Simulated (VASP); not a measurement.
# BeTe (F-43m) in VASP: a series of runs

One crystal, BeTe, is run at these levels: PBE; tasks: relaxation of cell and atoms.

All numbers are computed with VASP 6.6.1; they aren't measurements. Logs are shortened: lines on timing, memory, paths and dates and some standing lists are left out, and cuts for length are marked.

## (1) Starting point

The structure is cubic, space group F-43m (No. 216). Conventional cell: a = 5.540 Å, b = 5.540 Å, c = 5.540 Å, α = 90.00°, β = 90.00°, γ = 90.00°. Te (site symmetry -43m) has 4 Be at 2.40 Å as nearest neighbours. Around Be (site symmetry -43m) lie 4 Te at 2.40 Å.

## (2) Relaxation of cell and atoms, PBE

File INCAR:

```
SYSTEM = BeTe
PREC = Accurate
ENCUT = 600
EDIFF = 1E-7
ISMEAR = -1
SIGMA = 0.05
LREAL = .FALSE.
LASPH = .TRUE.
NELM = 60
ALGO = Fast
ISIF = 3
LWAVE = .FALSE.
LCHARG = .FALSE.
GGA = PE
IBRION = 2
NSW = 60
EDIFFG = -0.005
```

File KPOINTS:

```
Automatic mesh
0
G
  8 8 8
  0 0 0
```

File POSCAR:

```
BeTe
1.0
    0.0000000000      2.7700000000      2.7700000000
    2.7700000000      0.0000000000      2.7700000000
    2.7700000000      2.7700000000      0.0000000000
Te Be
1 1
Direct
    0.7500000000      0.7500000000      0.7500000000
    0.0000000000      0.0000000000      0.0000000000
```

Potentials or basis: VASP PAW PBE potentials, release 54 (Te, Be).

The run is started by

```console
> cat potpaw_PBE.54/Te/POTCAR potpaw_PBE.54/Be/POTCAR > POTCAR
> mpirun -np 1 vasp_std > vasp.out
```

OUTCAR:

```text
SYSTEM = BeTe
   PREC = Accurate
   ENCUT = 600
   EDIFF = 1E-7
   ISMEAR = -1
   LREAL = .FALSE.
   LASPH = .TRUE.
   NELM = 60
   ISIF = 3
   GGA = PE
   IBRION = 2
   NSW = 60
   EDIFFG = -0.005

 ion  position               nearest neighbor table
   1  0.750  0.750  0.750-   2 2.40   2 2.40   2 2.40   2 2.40
   2  0.000  0.000  0.000-   1 2.40   1 2.40   1 2.40   1 2.40

  LATTYP: Found a face centered cubic cell.
 ALAT       =     5.5400000000

  Lattice vectors:

 A1 = (   0.0000000000,   2.7700000000,   2.7700000000)
 A2 = (   2.7700000000,   0.0000000000,   2.7700000000)
 A3 = (   2.7700000000,   2.7700000000,   0.0000000000)

Analysis of symmetry for initial positions (statically):
=====================================================================
 Subroutine PRICEL returns:
 Original cell was already a primitive cell.

 Routine SETGRP: Setting up the symmetry group for a
 face centered cubic supercell.

 Subroutine GETGRP returns: Found 24 space group operations
 (whereof 24 operations were pure point group operations)
 out of a pool of 48 trial point group operations.

The static configuration has the point symmetry T_d .

Analysis of symmetry for dynamics (positions and initial velocities):
=====================================================================
 Subroutine PRICEL returns:
 Original cell was already a primitive cell.

 Routine SETGRP: Setting up the symmetry group for a
 face centered cubic supercell.

 Subroutine GETGRP returns: Found 24 space group operations
 (whereof 24 operations were pure point group operations)
 out of a pool of 48 trial point group operations.

The dynamic configuration has the point symmetry T_d .

 Subroutine INISYM returns: Found 24 space group operations
 (whereof 24 operations are pure point group operations),
 and found     1 'primitive' translations

----------------------------------------------------------------------------------------

                                     Primitive cell

  volume of cell :      42.5079

  direct lattice vectors                    reciprocal lattice vectors
     0.000000000  2.770000000  2.770000000    -0.180505415  0.180505415  0.180505415
     2.770000000  0.000000000  2.770000000     0.180505415 -0.180505415  0.180505415
     2.770000000  2.770000000  0.000000000     0.180505415  0.180505415 -0.180505415

  length of vectors
     3.917371568  3.917371568  3.917371568     0.312644550  0.312644550  0.312644550

  position of ions in fractional coordinates (direct lattice)
     0.750000000  0.750000000  0.750000000
     0.000000000  0.000000000  0.000000000

  ion indices of the primitive-cell ions
   primitive index   ion index
                 1           1
                 2           2

----------------------------------------------------------------------------------------

 KPOINTS: Automatic mesh

Automatic generation of k-mesh.
 Grid dimensions read from file:
 generate k-points for:    8    8    8

 Generating k-lattice:

  Cartesian coordinates                     Fractional coordinates (reciprocal lattice)
    -0.022563177  0.022563177  0.022563177     0.125000000  0.000000000  0.000000000
     0.022563177 -0.022563177  0.022563177     0.000000000  0.125000000  0.000000000
     0.022563177  0.022563177 -0.022563177     0.000000000  0.000000000  0.125000000

  Length of vectors
     0.039080569  0.039080569  0.039080569

  Shift w.r.t. Gamma in fractional coordinates (k-lattice)
     0.000000000  0.000000000  0.000000000

 Subroutine IBZKPT returns following result:
 ===========================================

 Found     29 irreducible k-points:

 Following reciprocal coordinates:
            Coordinates               Weight
  0.000000  0.000000  0.000000      1.000000
  0.125000  0.000000  0.000000      8.000000
  0.250000  0.000000  0.000000      8.000000
  0.375000  0.000000  0.000000      8.000000
  0.500000  0.000000  0.000000      4.000000
  0.125000  0.125000  0.000000      6.000000
[... 16 lines left out ...]
  0.500000  0.250000  0.125000     48.000000
 -0.375000  0.250000  0.125000     24.000000
 [... further k-points ...]
   k-points           NKPTS =     29   k-points in BZ     NKDIM =     29   number of bands    NBANDS=      8
   number of dos      NEDOS =    301   number of ions     NIONS =      2
   total plane-waves  NPLWV =  32768
   dimension x,y,z NGX =    32 NGY =   32 NGZ =   32
   dimension x,y,z NGXF=    64 NGYF=   64 NGZF=   64
   ions per type =               1   1
   NGX,Y,Z   is equivalent  to a cutoff of  13.58, 13.58, 13.58 a.u.
   NGXF,Y,Z  is equivalent  to a cutoff of  27.16, 27.16, 27.16 a.u.
 SYSTEM =  BeTe
   PREC   = accura    normal or accurate (medium, high low for compatibility)
   ISTART =      0    job   : 0-new  1-cont  2-samecut
   ICHARG =      2    charge: 1-file 2-atom 10-const
   ISPIN  =      1    spin polarized calculation?
   LNONCOLLINEAR =      F non collinear calculations
   LSORBIT =      F    spin-orbit coupling
   LASPH  =      T    aspherical Exc in radial PAW
   ENCUT  =  600.0 eV  44.10 Ry    6.64 a.u.   7.82  7.82  7.82*2*pi/ulx,y,z
   NELM   =     60;   NELMIN=  2; NELMDL= -5     # of ELM steps
   EDIFF  = 0.1E-06   stopping-criterion for ELM
   LREAL  =      F    real-space projection
   EDIFFG = -.5E-02   stopping-criterion for IOM
   NSW    =     60    number of steps for IOM
   IBRION =      2    ionic relax: 0-MD 1-quasi-New 2-CG
   NFREE  =      1    steps in history (QN), initial steepest desc. (CG)
   ISIF   =      3    stress and relaxation
   ISYM   =      2    0-nonsym 1-usesym 2-fastsym
   POTIM  = 0.5000    time-step for ionic-motion
   TEBEG  =    0.0;   TEEND  =   0.0 temperature during run
   PSTRESS=    0.0 pullay stress
   NELECT =       8.0000    total number of electrons
   NUPDOWN=      -1.0000    fix difference up-down
   EMIN   =  10.00;   EMAX   =-10.00  energy-range for DOS
   EFERMI =   0.00;   METHOD = LEGACY
   ISMEAR =    -1;   SIGMA  =   0.05  broadening in eV -4-tet -1-fermi 0-gaus
   EFERMI_NEDOS =   21; number of points for ismear=-14 and -15
   IALGO  =     68    algorithm
   IMIX   =      4    mixing-type and parameters
     AMIX     =   0.40;   BMIX     =  1.00
     AMIX_MAG =   1.60;   BMIX_MAG =  1.00
  volume/ion in A,a.u.               =      21.25       143.43
  Fermi-wavevector in a.u.,A,eV,Ry     =   0.938170  1.772885 11.975354  0.880164
  Thomas-Fermi vector in A             =   2.065355
   LORBIT       =      0    0 simple, 1 ext, 2 COOP (PROOUT), +10 PAW based schemes
   GGA     = PE    functional components
   LHFCALC =     F    Hartree Fock is set to
   AEXX    =    0.0000 exact exchange contribution
   IVDW    =     0    specifies the selected vdW correction
   LEPSILON=     F    determine dielectric tensor
   LRPA    =     F    only Hartree local field effects (RPA)
 conjugate gradient relaxation of ions
 non-spin polarized calculation
 RMM-DIIS sequential band-by-band and
  energy-cutoff  :      600.00
  volume of cell :       42.51
 maximum number of plane-waves:      1433
   NGX = 15   NGY = 15   NGZ = 15

--------------------------------------- Ionic step        1  -------------------------------------------

 number of electron       8.0000000 magnetization

 Free energy of the ion-electron system (eV)
  ---------------------------------------------------
  ext. energy  EPLUGINS =         0.00000000
  ---------------------------------------------------
  free energy    TOTEN  =        -7.58482043 eV

  energy without entropy =       -7.58482043  energy(sigma->0) =       -7.58482043

------------------------ aborting loop because EDIFF is reached ----------------------------------------

  FORCE on cell =-STRESS in cart. coord.  units (eV):
  Direction    XX          YY          ZZ          XY          YZ          ZX
  --------------------------------------------------------------------------------------
  -------------------------------------------------------------------------------------
  Total        1.1822692      1.1822692      1.1822692      0.0000000      0.0000000      0.0000000
  in kB       44.5612783     44.5612783     44.5612783      0.0000000      0.0000000      0.0000000
  external PRESSURE =      44.5612783 kB  Pullay stress =       0.0000000 kB
[... 57 lines left out ...]
  energy  without entropy=       -7.6224935256  energy(sigma->0) =       -7.62249353

--------------------------------------- Ionic step        3  -------------------------------------------

 number of electron       8.0000000 magnetization

 Free energy of the ion-electron system (eV)
  ---------------------------------------------------
  ext. energy  EPLUGINS =         0.00000000
  ---------------------------------------------------
  free energy    TOTEN  =        -7.62445307 eV

  energy without entropy =       -7.62445307  energy(sigma->0) =       -7.62445307

 E-fermi :   5.8243     XC(G=0):  -8.9804

 val. band max:        4.8849182776   @ k =   0.0000   0.0000   0.0000
 cond. band min:       6.9046967809   @ k =   0.5000   0.5000   0.0000
 fundamental gap:      2.0197785033
 Fermi energy:         5.8242533565

 k-point     1 :       0.0000    0.0000    0.0000
  band No.  band energies     occupation
      1      -7.2880      2.00000
      2       4.8849      2.00000
      3       4.8849      2.00000
      4       4.8849      2.00000
      5       8.5101      0.00000
      6       8.5101      0.00000
      7       8.5101      0.00000
      8       8.5680      0.00000
[... 243 lines left out ...]
 k-point    24 :      -0.3750    0.2500    0.1250
  band No.  band energies     occupation
      1      -5.7592      2.00000
      2      -0.1249      2.00000
      3       2.0571      2.00000
      4       3.0347      2.00000
      5       9.0658      0.00000
      6       9.2744      0.00000
      7      11.4920      0.00000
      8      12.5738      0.00000

 [... further k-points ...]

------------------------ aborting loop because EDIFF is reached ----------------------------------------

  FORCE on cell =-STRESS in cart. coord.  units (eV):
  Direction    XX          YY          ZZ          XY          YZ          ZX
  --------------------------------------------------------------------------------------
  -------------------------------------------------------------------------------------
  Total        0.0044554      0.0044554      0.0044554      0.0000000      0.0000000     -0.0000000
  in kB        0.1568176      0.1568176      0.1568176      0.0000000      0.0000000     -0.0000000
  external PRESSURE =       0.1568176 kB  Pullay stress =       0.0000000 kB
[... 17 lines left out ...]
  FREE ENERGIE OF THE ION-ELECTRON SYSTEM (eV)
  ---------------------------------------------------
  free  energy   TOTEN  =        -7.6244530716 eV

  energy  without entropy=       -7.6244530715  energy(sigma->0) =       -7.62445307

 reached required accuracy - stopping structural energy minimisation
```

Wall time 22 s (1 thread of Intel Xeon Platinum 8488C (Sapphire Rapids), shared host); peak memory 0.19 GiB.

What came out:

* Free energy: -7.6245 eV
* Relaxed volume: 22.76 Å³/atom
* Relaxed cell: a = 4.008 Å, b = 4.008 Å, c = 4.008 Å, α = 60.00°, β = 60.00°, γ = 60.00°
* Space group after relaxing (to 0.05 Å): F-43m (No. 216)
* Energy gained by relaxing: 19.8 meV/atom
* Ionic steps: 3
* Pressure after relaxing: 0.0 GPa
* Band gap on the k mesh: 2.02 eV, indirect (least direct gap 3.63 eV)

Step by step:
```csv
step,energy change (eV),largest force (eV/Å),pressure (GPa),volume (Å³)
1,0.0000,0.0000,4.46,42.51
2,-0.0377,0.0000,-0.86,46.25
3,-0.0396,0.0000,0.02,45.52
```

Final structure:
```
Te Be
1.0
     0.00000    2.83394    2.83394
     2.83394    0.00000    2.83394
     2.83394    2.83394    0.00000
Te Be
1 1
Direct
  0.75000 0.75000 0.75000
  0.00000 0.00000 0.00000
```

Caveat: spin-orbit coupling is left out, which moves the levels of the heavy elements. Zero-point motion and thermal expansion aren't in these numbers.

## (3) Relaxation of cell and atoms, PBE

File INCAR:

```
PREC = Accurate
ENCUT = 580
EDIFF = 1E-7
ISMEAR = -1
SIGMA = 0.05
LREAL = False
LASPH = True
NELM = 60
ALGO = Normal
ISIF = 3
LWAVE = False
LCHARG = False
GGA = PE
IBRION = 2
NSW = 60
EDIFFG = -0.005
```

File KPOINTS:

```
Automatic mesh
0
Gamma
  8 8 8
```

POSCAR is that of step 2.

Potentials or basis: VASP PAW PBE potentials, release 54 (Te, Be).

The run is started by

```console
> cat potpaw_PBE.54/Te/POTCAR potpaw_PBE.54/Be/POTCAR > POTCAR
> mpirun -np 1 vasp_std > vasp.out
```

Wall time 19 s (1 thread of Intel Xeon Platinum 8488C (Sapphire Rapids), shared host); peak memory 0.19 GiB.

It converged, with:

```yaml
Free_energy: -7.6244 eV
Relaxed_volume: 22.76 Å³/atom
Relaxed_cell: a = 4.008 Å, b = 4.008 Å, c = 4.008 Å, α = 60.00°, β = 60.00°, γ = 60.00°
Space_group_after_relaxing_to_0.05_Å: F-43m (No. 216)
Energy_gained_by_relaxing: 19.8 meV/atom
Ionic_steps: 3
Pressure_after_relaxing: 0.0 GPa
Band_gap_on_the_k_mesh: 2.02 eV, indirect (least direct gap 3.63 eV)
```

The path:
| step | energy change (eV) | largest force (eV/Å) | pressure (GPa) | volume (Å³) |
| --- | --- | --- | --- | --- |
| 1 | 0.0000 | 0.0000 | 4.45 | 42.51 |
| 2 | -0.0377 | 0.0000 | -0.85 | 46.25 |
| 3 | -0.0396 | 0.0000 | 0.01 | 45.52 |

Final structure:
```yaml
crystal:
  lattice:
    - [0.00000, 2.83396, 2.83396]
    - [2.83396, 0.00000, 2.83396]
    - [2.83396, 2.83396, 0.00000]
  atoms:
    - { symbol: Te, position: [0.75000, 0.75000, 0.75000] }
    - { symbol: Be, position: [0.00000, 0.00000, 0.00000] }
```

Levels at points of the mesh, in eV from the valence-band top:
```csv
k point,band 1,band 2,band 3,band 4,band 5,band 6,band 7,band 8
"(0.00, 0.00, 0.00)",-12.17,0.00,0.00,0.00,3.63,3.63,3.63,3.68
"(0.50, 0.00, 0.00)",-10.88,-5.42,-1.10,-1.10,3.03,4.60,4.60,7.82
"(0.50, 0.50, 0.00)",-10.40,-5.01,-2.57,-2.57,2.02,2.69,9.58,9.58
```

Caveat: spin-orbit coupling is left out, which moves the levels of the heavy elements. PBE usually gives volumes a little too large and moduli too small.

## (4) The reference run

An earlier run on the cell as given: functional PBEsol; potentials or basis VASP PAW PBE potentials, release 64 (Te, Be); cutoff 520 eV; k mesh 8 × 8 × 8; occupations fermi-dirac, width 0.05 eV; no spin polarisation.

- Pressure: 2.5 GPa
- Band gap on the k mesh: 1.73 eV, indirect (least direct gap 3.55 eV)

## (5) Overview

```csv
task,level,potentials or basis,cell,cutoff (eV),ladder,gap on the mesh (eV),pressure (GPa),relaxed volume (Å³/atom)
relaxation of cell and atoms,PBE,"VASP PAW PBE potentials, release 54 (Te, Be)",relaxed,600,-,2.02,0.0,22.76
relaxation of cell and atoms,PBE,"VASP PAW PBE potentials, release 54 (Te, Be)",relaxed,580,-,2.02,0.0,22.76
single point,PBEsol,"VASP PAW PBE potentials, release 64 (Te, Be)",as given,520,free,1.73,2.5,-
```

Alike in all rows: no spin polarisation; k mesh 8 × 8 × 8; smearing fermi-dirac 0.05 eV.

Caveats: spin-orbit coupling is left out, which moves the levels of the heavy elements; the PAW data sets were made with another functional, which shifts forces and pressure a little (some runs).

Total energies depend on the potentials used, so only differences within one code and one set of settings carry meaning.
